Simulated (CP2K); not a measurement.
Crystal: MgS.

```
S Mg
1.0
     4.00664    0.00000    0.00000
     2.00332    3.46985    0.00000
     2.00332    1.15662    3.27141
S Mg
1 1
Direct
  0.25000 0.25000 0.25000
  0.00000 0.00000 0.00000
```

The cell comes from a database or a generator and needn't be the stable form of this composition.

Base run:

| Item | Value |
| --- | --- |
| Program | CP2K 2026.2 |
| Functional | PBE |
| Potentials or basis | POTENTIAL_UZH S GTH-PBE-q6, Mg GTH-PBE-q10; DZVP-MOLOPT-PBE-GTH basis |
| Density cutoff | 19048 eV |
| k mesh | 8 × 8 × 8 |
| Occupations | fermi-dirac, width 0.05 eV |
| Spin | no spin polarisation |

Its results: band gap on the k mesh 3.27 eV, direct; pressure 2.5 GPa.

Question: After a change of settings the same cell gave: band gap on the k mesh 3.41 eV, direct; pressure 1.0 GPa. Which change was it?
A. potentials or basis from POTENTIAL_UZH S GTH-PBE-q6, Mg GTH-PBE-q10; DZVP-MOLOPT-PBE-GTH basis to POTENTIAL_UZH S GTH-PBE-q6, Mg GTH-PBE-q10; TZVP-MOLOPT-PBE-GTH basis; basis sets from S DZVP-MOLOPT-PBE-GTH-q6, Mg DZVP-MOLOPT-PBE-GTH-q10 to S TZVP-MOLOPT-PBE-GTH-q6, Mg TZVP-MOLOPT-PBE-GTH-q10
B. potentials or basis from POTENTIAL_UZH S GTH-PBE-q6, Mg GTH-PBE-q10; DZVP-MOLOPT-PBE-GTH basis to POTENTIAL_UZH S GTH-PBE-q6, Mg GTH-PBE-q10; TZV2P-MOLOPT-PBE-GTH basis; basis sets from S DZVP-MOLOPT-PBE-GTH-q6, Mg DZVP-MOLOPT-PBE-GTH-q10 to S TZV2P-MOLOPT-PBE-GTH-q6, Mg TZV2P-MOLOPT-PBE-GTH-q10
C. potentials or basis from POTENTIAL_UZH S GTH-PBE-q6, Mg GTH-PBE-q10; DZVP-MOLOPT-PBE-GTH basis to POTENTIAL_UZH S GTH-PBE-q6, Mg GTH-PBE-q10; ccGRB-D basis; basis sets from S DZVP-MOLOPT-PBE-GTH-q6, Mg DZVP-MOLOPT-PBE-GTH-q10 to S ccGRB-D-q6, Mg ccGRB-D-q10

Answer: B.

Caveats: the basis of atomic orbitals isn't converged, which shifts pressures, moduli and gaps.
